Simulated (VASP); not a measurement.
# Ca (P6_3/mmc) in VASP: notebook

The runs below take Ca through single point, with PBE.

All numbers are computed with VASP 6.6.1; they aren't measurements. Logs are shortened: lines on timing, memory, paths and dates and some standing lists are left out, and cuts for length are marked.

### Step 1. The structure

The structure is hexagonal, space group P6_3/mmc (No. 194). Conventional cell: a = 3.980 Å, b = 3.980 Å, c = 6.520 Å, α = 90.00°, β = 90.00°, γ = 120.00°. Around Ca (site symmetry -6m2) lie 12 Ca at 3.98 to 3.99 Å.

This isn't the form of Ca at room conditions, which is fcc.

### Step 2. Single point, PBE

INCAR

```
  PREC = Accurate
  ENCUT = 460
  EDIFF = 1E-4
  ISMEAR = 1
  SIGMA = 0.1
  LREAL = F
  LASPH = T
  NELM = 100
  ALGO = Normal
  ISIF = 2
  LWAVE = F
  LCHARG = F
  GGA = PE
  NBANDS = 17
  ADDGRID = F
```

KPOINTS

```
regular mesh
0
Gamma
  12 12 7
```

POSCAR

```
Ca
1.0
    3.9800000000      0.0000000000      0.0000000000
   -1.9900000000      3.4467811071      0.0000000000
    0.0000000000      0.0000000000      6.5200000000
Ca
2
Direct
    0.6666666667      0.3333333333      0.7500000000
    0.3333333333      0.6666666667      0.2500000000
```

Potentials or basis: VASP PAW PBE potentials, release 64 (Ca_sv).

Launch:

```
$ cat potpaw_PBE.64/Ca_sv/POTCAR > POTCAR
$ mpirun -np 1 vasp_std > vasp.out
```

OUTCAR:

```text
PREC = Accurate
   ENCUT = 460
   EDIFF = 1E-4
   ISMEAR = 1
   LREAL = F
   LASPH = T
   NELM = 100
   ISIF = 2
   GGA = PE

 Found     76 irreducible k-points:

 Following reciprocal coordinates:
            Coordinates               Weight
  0.000000  0.000000  0.000000      1.000000
  0.083333 -0.000000  0.000000      6.000000
  0.166667  0.000000  0.000000      6.000000
  0.250000  0.000000  0.000000      6.000000
  0.333333  0.000000  0.000000      6.000000
  0.416667  0.000000  0.000000      6.000000
   k-points           NKPTS =     76   k-points in BZ     NKDIM =     76   number of bands    NBANDS=     17
   number of dos      NEDOS =    301   number of ions     NIONS =      2
   total plane-waves  NPLWV =  37632
   dimension x,y,z NGX =    28 NGY =   28 NGZ =   48
   dimension x,y,z NGXF=    56 NGYF=   56 NGZF=   96
   ions per type =               2
   NGX,Y,Z   is equivalent  to a cutoff of  11.70, 11.70, 12.24 a.u.
   NGXF,Y,Z  is equivalent  to a cutoff of  23.39, 23.39, 24.48 a.u.
 SYSTEM =  unknown system
   PREC   = accura    normal or accurate (medium, high low for compatibility)
   ISTART =      0    job   : 0-new  1-cont  2-samecut
   ICHARG =      2    charge: 1-file 2-atom 10-const
   ISPIN  =      1    spin polarized calculation?
   LNONCOLLINEAR =      F non collinear calculations
   LSORBIT =      F    spin-orbit coupling
   LASPH  =      T    aspherical Exc in radial PAW
   ENCUT  =  460.0 eV  33.81 Ry    5.81 a.u.   6.96  6.96 11.40*2*pi/ulx,y,z
   NELM   =    100;   NELMIN=  2; NELMDL= -5     # of ELM steps
   EDIFF  = 0.1E-03   stopping-criterion for ELM
   LREAL  =      F    real-space projection
   EDIFFG = 0.1E-02   stopping-criterion for IOM
   NSW    =      0    number of steps for IOM
   IBRION =     -1    ionic relax: 0-MD 1-quasi-New 2-CG
   NFREE  =      0    steps in history (QN), initial steepest desc. (CG)
   ISIF   =      2    stress and relaxation
   ISYM   =      2    0-nonsym 1-usesym 2-fastsym
   POTIM  = 0.5000    time-step for ionic-motion
   TEBEG  =    0.0;   TEEND  =   0.0 temperature during run
   PSTRESS=    0.0 pullay stress
   NELECT =      20.0000    total number of electrons
   NUPDOWN=      -1.0000    fix difference up-down
   EMIN   =  10.00;   EMAX   =-10.00  energy-range for DOS
   EFERMI =   0.00;   METHOD = LEGACY
   ISMEAR =     1;   SIGMA  =   0.10  broadening in eV -4-tet -1-fermi 0-gaus
   EFERMI_NEDOS =   21; number of points for ismear=-14 and -15
   IALGO  =     38    algorithm
   IMIX   =      4    mixing-type and parameters
     AMIX     =   0.40;   BMIX     =  1.00
     AMIX_MAG =   1.60;   BMIX_MAG =  1.00
  volume/ion in A,a.u.               =      44.72       301.79
  Fermi-wavevector in a.u.,A,eV,Ry     =   0.993657  1.877740 13.433783  0.987355
  Thomas-Fermi vector in A             =   2.125555
   LORBIT       =      0    0 simple, 1 ext, 2 COOP (PROOUT), +10 PAW based schemes
   GGA     = PE    functional components
   LHFCALC =     F    Hartree Fock is set to
   AEXX    =    0.0000 exact exchange contribution
   IVDW    =     0    specifies the selected vdW correction
   LEPSILON=     F    determine dielectric tensor
   LRPA    =     F    only Hartree local field effects (RPA)
 non-spin polarized calculation
 Methfessel and Paxton  Order N= 1 SIGMA  =   0.10
  energy-cutoff  :      460.00
  volume of cell :       89.44
 maximum number of plane-waves:      2019
 NGX is ok and might be reduce to    28

 number of electron      20.0000001 magnetization

 Free energy of the ion-electron system (eV)
  ---------------------------------------------------
  ext. energy  EPLUGINS =         0.00000000
  ---------------------------------------------------
  free energy    TOTEN  =        -3.84131447 eV

  energy without entropy =       -3.84291583  energy(sigma->0) =       -3.84184825

 E-fermi :   1.8054     XC(G=0):  -7.5578

 val. band max:        1.8044385880   @ k =   0.2500   0.0833   0.0000
 cond. band min:       1.8054504992   @ k =   0.3333   0.0000   0.0000
 fundamental gap:      0.0010119112
 Fermi energy:         1.8053912813

 k-point     1 :       0.0000    0.0000    0.0000
  band No.  band energies     occupation
      1     -40.4094      2.00000
      2     -40.3993      2.00000
      3     -21.4392      2.00000
      4     -21.3490      2.00000
      5     -21.3490      2.00000
      6     -21.3336      2.00000
[... 9 lines left out ...]
     16       4.2721      0.00000
     17       4.6424      0.00000

 k-point     2 :       0.0833   -0.0000    0.0000
  band No.  band energies     occupation
      1     -40.4088      2.00000
      2     -40.3990      2.00000
      3     -21.4367      2.00000
      4     -21.3547      2.00000
      5     -21.3509      2.00000
      6     -21.3395      2.00000
[... 9 lines left out ...]
     16       4.3436      0.00000
     17       4.5656      0.00000

 k-point     3 :       0.1667    0.0000    0.0000
  band No.  band energies     occupation
      1     -40.4071      2.00000
      2     -40.3982      2.00000
      3     -21.4297      2.00000
      4     -21.3703      2.00000
      5     -21.3557      2.00000
      6     -21.3555      2.00000
[... 9 lines left out ...]
     16       4.3282      0.00000
     17       4.4123      0.00000

 k-point     4 :       0.2500    0.0000    0.0000
  band No.  band energies     occupation
      1     -40.4047      2.00000
      2     -40.3972      2.00000
      3     -21.4193      2.00000
      4     -21.3917      2.00000
      5     -21.3768      2.00000
      6     -21.3621      2.00000
[... 9 lines left out ...]
     16       4.5768      0.00000
     17       4.6261      0.00000

 k-point     5 :       0.3333    0.0000    0.0000
  band No.  band energies     occupation
      1     -40.4021      2.00000
      2     -40.3963      2.00000
      3     -21.4133      2.00000
      4     -21.4071      2.00000
      5     -21.3978      2.00000
      6     -21.3684      2.00000
[... 9 lines left out ...]
     16       4.8892      0.00000
     17       5.1114      0.00000

 k-point     6 :       0.4167    0.0000    0.0000
  band No.  band energies     occupation
      1     -40.4000      2.00000
      2     -40.3959      2.00000
      3     -21.4292      2.00000
      4     -21.4129      2.00000
      5     -21.3959      2.00000
      6     -21.3730      2.00000
[... 9 lines left out ...]
     16       5.2819      0.00000
     17       5.4858      0.00000

 [... further k-points ...]

------------------------ aborting loop because EDIFF is reached ----------------------------------------

  FORCE on cell =-STRESS in cart. coord.  units (eV):
  Direction    XX          YY          ZZ          XY          YZ          ZX
  --------------------------------------------------------------------------------------
  -------------------------------------------------------------------------------------
  Total       -0.4156818     -0.4156818     -0.4283571      0.0000000     -0.0000000      0.0000000
  in kB       -7.4460720     -7.4460720     -7.6731227      0.0000000     -0.0000000      0.0000000
  external PRESSURE =      -7.5217555 kB  Pullay stress =       0.0000000 kB

 VOLUME and BASIS-vectors are now :
 -----------------------------------------------------------------------------
  energy-cutoff  :      460.00
  volume of cell :       89.44
      direct lattice vectors                 reciprocal lattice vectors
     3.980000000  0.000000000  0.000000000     0.251256281  0.145062882  0.000000000
    -1.990000000  3.446781107  0.000000000     0.000000000  0.290125763  0.000000000
     0.000000000  0.000000000  6.520000000     0.000000000  0.000000000  0.153374233

 POSITION                                       TOTAL-FORCE (eV/Angst)
 -----------------------------------------------------------------------------------
      1.99000      1.14893      4.89000         0.000000     -0.000000      0.000000
     -0.00000      2.29785      1.63000        -0.000000      0.000000      0.000000
 -----------------------------------------------------------------------------------
    total drift:                                0.000000     -0.000000      0.000000

  FREE ENERGIE OF THE ION-ELECTRON SYSTEM (eV)
  ---------------------------------------------------
  free  energy   TOTEN  =        -3.8413144652 eV

  energy  without entropy=       -3.8429158328  energy(sigma->0) =       -3.84184825
```

OSZICAR:

```text
N       E                     dE             d eps       ncg     rms          rms(c)
DAV:   1     0.158839102842E+03    0.15884E+03   -0.95779E+03  2600   0.961E+02
DAV:   2     0.528114347818E+01   -0.15356E+03   -0.15169E+03  2937   0.296E+02
DAV:   3    -0.353767891853E+01   -0.88188E+01   -0.87673E+01  4970   0.510E+01
DAV:   4    -0.384194780943E+01   -0.30427E+00   -0.30384E+00  3385   0.101E+01
DAV:   5    -0.385525992454E+01   -0.13312E-01   -0.13309E-01  4307   0.141E+00    0.313E+00
DAV:   6    -0.384364769721E+01    0.11612E-01   -0.25033E-02  3476   0.146E+00    0.191E+00
DAV:   7    -0.384205436832E+01    0.15933E-02   -0.34493E-02  3217   0.191E+00    0.130E-01
DAV:   8    -0.384127070858E+01    0.78366E-03   -0.34681E-03  3312   0.498E-01    0.237E-02
DAV:   9    -0.384131446520E+01   -0.43757E-04   -0.32187E-04  3039   0.763E-02
   1 F= -.38413145E+01 E0= -.38418483E+01  d E =0.160137E-02
```

Run time: 25 s. Hardware: 1 thread of Intel Xeon 6975P-C (Granite Rapids), shared host; peak memory 0.22 GiB.

These settings aren't checked as converged: the numbers below hold their error.

What came out:

```yaml
Free_energy: -3.8413 eV
Pressure: -0.8 GPa
Band_gap_on_the_k_mesh: none (metal or under the smearing width)
```

### Step 3. Single point, PBE

INCAR, as its differences from that of step 2:

```diff
@@ -2,3 +2,3 @@
   ENCUT = 460
-  EDIFF = 1E-4
+  EDIFF = 1E-5
   ISMEAR = 1
```

KPOINTS is that of step 2.

POSCAR is that of step 2.

Potentials or basis: VASP PAW PBE potentials, release 64 (Ca_sv).

Launch:

```
$ cat potpaw_PBE.64/Ca_sv/POTCAR > POTCAR
$ mpirun -np 1 vasp_std > vasp.out
```

It took 32 s on 1 thread of Intel Xeon 6975P-C (Granite Rapids), shared host; peak memory 0.22 GiB.

These settings aren't checked as converged: the numbers below hold their error.

Results:

```yaml
Free_energy: -3.8413 eV
Pressure: -0.9 GPa
Band_gap_on_the_k_mesh: none (metal or under the smearing width)
```

### Step 4. Single point, PBE

INCAR, as its differences from that of step 3:

```diff
@@ -2,3 +2,3 @@
   ENCUT = 460
-  EDIFF = 1E-5
+  EDIFF = 1E-6
   ISMEAR = 1
@@ -14,2 +14,2 @@
   NBANDS = 17
-  ADDGRID = F
+  ADDGRID = T
```

KPOINTS is that of step 3.

POSCAR is that of step 3.

Launch:

```
$ cat potpaw_PBE.64/Ca_sv/POTCAR > POTCAR
$ mpirun -np 1 vasp_std > vasp.out
```

Run time: 42 s. Hardware: 1 thread of Intel Xeon 6975P-C (Granite Rapids), shared host; peak memory 0.3 GiB.

These settings aren't checked as converged: the numbers below hold their error.

Results:

```
Free energy            : -3.8413 eV
Pressure               : -0.9 GPa
Band gap on the k mesh : none (metal or under the smearing width)
```

### Step 5. Single point, PBE

INCAR, as its differences from that of step 4:

```diff
@@ -6,3 +6,3 @@
   LREAL = F
-  LASPH = T
+  LASPH = F
   NELM = 100
@@ -14,2 +14,2 @@
   NBANDS = 17
-  ADDGRID = T
+  ADDGRID = F
```

KPOINTS is that of step 4.

POSCAR is that of step 4.

Potentials or basis: VASP PAW PBE potentials, release 64 (Ca_sv).

Launch:

```
$ cat potpaw_PBE.64/Ca_sv/POTCAR > POTCAR
$ mpirun -np 1 vasp_std > vasp.out
```

OUTCAR:

```text
PREC = Accurate
   ENCUT = 460
   EDIFF = 1E-6
   ISMEAR = 1
   LREAL = F
   LASPH = F
   NELM = 100
   ISIF = 2
   GGA = PE

 Found     76 irreducible k-points:

 Following reciprocal coordinates:
            Coordinates               Weight
  0.000000  0.000000  0.000000      1.000000
  0.083333 -0.000000  0.000000      6.000000
  0.166667  0.000000  0.000000      6.000000
  0.250000  0.000000  0.000000      6.000000
  0.333333  0.000000  0.000000      6.000000
[... 196 lines left out ...]
 [... further k-points ...]

------------------------ aborting loop because EDIFF is reached ----------------------------------------

  FORCE on cell =-STRESS in cart. coord.  units (eV):
  Direction    XX          YY          ZZ          XY          YZ          ZX
  --------------------------------------------------------------------------------------
  -------------------------------------------------------------------------------------
  Total       -0.4711790     -0.4711790     -0.4839373      0.0000000     -0.0000000      0.0000000
  in kB       -8.4401877     -8.4401877     -8.6687261      0.0000000     -0.0000000      0.0000000
  external PRESSURE =      -8.5163672 kB  Pullay stress =       0.0000000 kB

 VOLUME and BASIS-vectors are now :
 -----------------------------------------------------------------------------
  energy-cutoff  :      460.00
  volume of cell :       89.44
      direct lattice vectors                 reciprocal lattice vectors
     3.980000000  0.000000000  0.000000000     0.251256281  0.145062882  0.000000000
    -1.990000000  3.446781107  0.000000000     0.000000000  0.290125763  0.000000000
     0.000000000  0.000000000  6.520000000     0.000000000  0.000000000  0.153374233

 POSITION                                       TOTAL-FORCE (eV/Angst)
 -----------------------------------------------------------------------------------
      1.99000      1.14893      4.89000        -0.000000     -0.000000      0.000000
     -0.00000      2.29785      1.63000         0.000000      0.000000      0.000000
 -----------------------------------------------------------------------------------
    total drift:                                0.000000     -0.000000      0.000000

  FREE ENERGIE OF THE ION-ELECTRON SYSTEM (eV)
  ---------------------------------------------------
  free  energy   TOTEN  =        -3.8413180857 eV

  energy  without entropy=       -3.8429132176  energy(sigma->0) =       -3.84184980
```

stdout:

```text
POSCAR found type information on POSCAR Ca
 POSCAR found :  1 types and       2 ions
 scaLAPACK will be used
 LDA part: xc-table for (Slater+PW92), standard interpolation
 POSCAR, INCAR and KPOINTS ok, starting setup
 FFT: planning ... GRIDC
 FFT: planning ... GRID_SOFT
 FFT: planning ... GRID
 WAVECAR not read
 entering main loop
```

It took 34 s on 1 thread of Intel Xeon 6975P-C (Granite Rapids), shared host; peak memory 0.22 GiB.

The run converged, but some of its settings lie outside the range that counts as converged, so its numbers aren't taken as properties of the crystal.

What came out:

| Item | Value |
| --- | --- |
| Free energy | -3.8413 eV |
| Pressure | -0.9 GPa |
| Band gap on the k mesh | none (metal or under the smearing width) |

(Part 1 of 2 ends here.)
